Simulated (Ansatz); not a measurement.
**Sc2Al: properties at the relaxed cell**

An exercise on one series of results from a longer session: the logs are not shown, and one member is left open.

Computed with Ansatz 0.2.0 (DFT PBEsol, scalar-relativistic, plane waves, PAW, unless a step's input says otherwise).

1 further run of the same task is left out (set aside as unsound or not needed).

**The system as given**

The structure is hexagonal, space group P6_3/mmc (No. 194). Conventional cell: a = 4.851 Å, b = 4.851 Å, c = 6.085 Å, α = 90.00°, β = 90.00°, γ = 120.00°. Around Sc (site symmetry -3m) lie 8 Sc at 3.04 to 3.19 Å and 6 Al at 3.19 Å. Around Sc (site symmetry -6m2) lie 5 Al at 2.80 to 3.04 Å and 6 Sc at 3.19 Å. Al (site symmetry -6m2) is surrounded by 11 Sc at 2.80 to 3.19 Å.

As a file:

```
Sc Al
1.0
     4.85090    0.00000    0.00000
    -2.42545    4.20100    0.00000
     0.00000    0.00000    6.08545
Sc Al
4 2
Direct
  0.00000 0.00000 0.00000
  0.00000 0.00000 0.50000
  0.33333 0.66667 0.75000
  0.66667 0.33333 0.25000
  0.33333 0.66667 0.25000
  0.66667 0.33333 0.75000
```

It goes back to an entry of the Materials Project, which need not be the stable form.

This cell was relaxed beforehand with the same method: volume 20.67 Å³/atom, gap on the mesh none (metal).

Set-up of the first run:

input.yaml reads:

```yaml
crystal:
  lattice:
    - [4.8508989718, 0.0, 0.0]
    - [-2.4254494859, 4.2010017408, 0.0]
    - [0.0, 0.0, 6.0854513198]
  atoms:
    - { symbol: Sc, position: [0.0, 0.0, 0.0] }
    - { symbol: Sc, position: [0.0, 0.0, 0.5] }
    - { symbol: Sc, position: [0.3333333333, 0.6666666667, 0.75] }
    - { symbol: Sc, position: [0.6666666667, 0.3333333333, 0.25] }
    - { symbol: Al, position: [0.3333333333, 0.6666666667, 0.25] }
    - { symbol: Al, position: [0.6666666667, 0.3333333333, 0.75] }
basis:
  ecutwfc: 420
kpoints:
  mp_grid: { grid: [12, 12, 6] }
  band_path:
    path:
      - [[0.0, 0.0, 0.0], [0.5, 0.0, 0.0], [0.33333333, 0.33333333, 0.0], [0.0, 0.0, 0.0], [0.0, 0.0, 0.5], [0.5, 0.0, 0.5], [0.33333333, 0.33333333, 0.5], [0.0, 0.0, 0.5]]
      - [[0.5, 0.0, 0.5], [0.5, 0.0, 0.0]]
      - [[0.33333333, 0.33333333, 0.5], [0.33333333, 0.33333333, 0.0]]
    npoints: 14
hamiltonian:
  xc: pbesol
scf:
  occupations: { method: gaussian, width: 0.1 }
  n_extra_bands: 15
output:
  forces: true
  stress: true
  eigenvalues: true
  populations: true
  dos: { projected: true, de: 0.02, nscf_kmesh: { grid: [18, 18, 9] } }
  bader: true
  write_density: true
  write_potential: true
  elf: true
  volumetric_format: npy
```

Launch:

```console
ansatz run input.yaml --threads 1 --pin off --max-ram 2560MiB --backend cpu --events-out ev --progress --plain --runs-dir out
```

Steps of the session up to this table: Static run: bands, density of states and charges; The cell scaled to 0.97 of its volume; The cell scaled to 1.03 of its volume; The cell scaled to 0.94 of its volume; Point at V/V0 = 1.06.

One table of the session follows, with a row left open; its other results are not shown here.

It belongs to the step «Energy against volume». 

| volume (Å³/atom) | energy above the lowest point (meV/atom) | pressure (GPa) |
| --- | --- | --- |
| 19.429 | 18.8 | 5.10 |
| 20.049 | 4.4 | 2.37 |
| 20.669 | 0.0 | -0.01 |
| 21.289 | ? | ? |
| 21.909 | 15.9 | -3.88 |

**Question.** Estimate the row for volume (Å³/atom) = 21.289.

Worked estimate for «energy above the lowest point (meV/atom)». A straight line through the neighbours (20.669, 0.0) and (21.909, 15.9) gives 0.0 + (15.9 − 0.0) × (21.289 − 20.669) / (21.909 − 20.669) = 8.0; a parabola fitted to 3 rows on both sides gives 3.8.

**Answer.** energy above the lowest point (meV/atom): 4.2; pressure (GPa): -2.07. In «energy above the lowest point (meV/atom)» the line misses by +3.8 and the parabola by -0.4.
